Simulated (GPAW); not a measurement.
Here is a GPAW 26.7.0 calculation.

File run.py:

```python
from ase import Atoms
from ase.calculators.mixing import SumCalculator
from ase.filters import FrechetCellFilter
from ase.io import write
from ase.optimize import FIRE
from dftd3.ase import DFTD3
from gpaw import GPAW, PW

atoms = Atoms(['Pb', 'S'],
              cell=[[0.0, 2.96575, 2.96575],
                    [2.96575, 0.0, 2.96575],
                    [2.96575, 2.96575, 0.0]],
              scaled_positions=[[0.0, 0.0, 0.0],
                                [0.5, 0.5, 0.5]],
              pbc=True)

calc = GPAW(mode=PW(600),
            xc='revPBE',
            kpts={'size': (8, 8, 8), 'gamma': True},
            occupations={'name': 'fermi-dirac', 'width': 0.05},
            nbands=19,
            convergence={'density': 1e-05, 'forces': 0.0001},
            maxiter=150,
            txt='gpaw.txt')
atoms.calc = SumCalculator([calc, DFTD3(method='revpbe', damping='d3bj')])
opt = FIRE(FrechetCellFilter(atoms), trajectory='relax.traj', logfile='-')
done = opt.run(fmax=0.02, steps=60)
calc.write('gs.gpw')
write('result.traj', atoms)
print('Converged:', done)
print('Cell:', atoms.cell.cellpar().round(4))
print('Volume:', round(atoms.get_volume(), 4))
print(atoms.get_scaled_positions().round(5))
```

Potentials or basis: the program's PAW data sets (release 1.2.1) made for this functional, pw.

The run is started by

```bash
$ OMP_NUM_THREADS=1 python run.py
```

Q: Predict the space group after relaxing (to 0.05 Å).

A: Fm-3m (No. 225).

Q: What does it give for the dispersion energy per atom?

A: -0.656 eV.

Q: Predict the relaxed volume.

A: 25.76 Å³/atom.

Step by step:
| step | energy change (eV) | largest force (eV/Å) | pressure (GPa) | volume (Å³) |
| --- | --- | --- | --- | --- |
| 1 | 0.0000 | 0.0000 | -0.64 | 52.17 |
| 2 | -0.0003 | 0.0000 | -0.55 | 52.09 |
| 3 | -0.0007 | 0.0000 | -0.39 | 51.94 |
| 4 | -0.0010 | 0.0000 | -0.18 | 51.74 |
| 5 | -0.0010 | 0.0000 | 0.06 | 51.52 |

Caveat: later steps reuse the first step's grids.
